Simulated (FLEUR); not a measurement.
# C under changes of volume

One of the cells (5.672 Å³/atom); the others are scaled copies at fixed shape and fractional positions:

```xyz
12
Lattice="2.5221 0.0000 0.0000 -1.2611 2.1842 0.0000 0.0000 0.0000 12.3557" Properties=species:S:1:pos:R:3 pbc="T T T"
C     1.2611    0.7281    4.3760
C     0.0000    1.4561   10.5539
C     1.2611    0.7281    1.8018
C     0.0000    1.4561    7.9797
C     1.2611    0.7281    5.9205
C     0.0000    1.4561   12.0983
C     1.2611    0.7281    0.2574
C     0.0000    1.4561    6.4352
C     0.0000    0.0000   10.0390
C     0.0000    0.0000    3.8612
C     0.0000    0.0000    8.4945
C     0.0000    0.0000    2.3167
```

This is a hexagonal form of diamond, not graphite.

```yaml
Program: FLEUR MaX-R8.1 (later development tree)
Functional: PW91
Potentials_or_basis: all-electron
Basis: FLAPW
Kmax: 5.5 1/bohr
k_mesh: 12 × 12 × 3
Occupations: fermi-dirac, width 0.05 eV
Spin: no spin polarisation
```

| volume (Å³/atom) | energy over the lowest point (meV/atom) | gap on the mesh (eV) |
| --- | --- | --- |
| 5.332 | 34.74 | 4.60 |
| 5.445 | 15.85 | 4.54 |
| 5.672 | 0.00 | 4.43 |
| 5.899 | 9.18 | 4.32 |
| 6.012 | ? | ? |

Problem. What does the run at 6.012 Å³/atom give?

Solution. Energy over the lowest point 21.81 meV/atom; gap on the mesh 4.27 eV.

Worked out: A Birch-Murnaghan fit of order 2 (a polynomial in V^(-2/3)) to the other rows has its minimum at 5.69 Å³/atom with B0 = V·E''(V) = 433 GPa at fixed shape and positions, which overstates the stiffness. It gives 21.64 meV/atom at 6.012 Å³/atom, against the run's 21.81. A straight line through the other rows of the gap, of slope -2.76 eV per unit of ln V, extrapolates to 4.27 eV, against the run's 4.27.

Energies are extrapolated to zero smearing.

Caveats: an odd mesh through Γ misses points on the zone boundary, where band edges often lie.
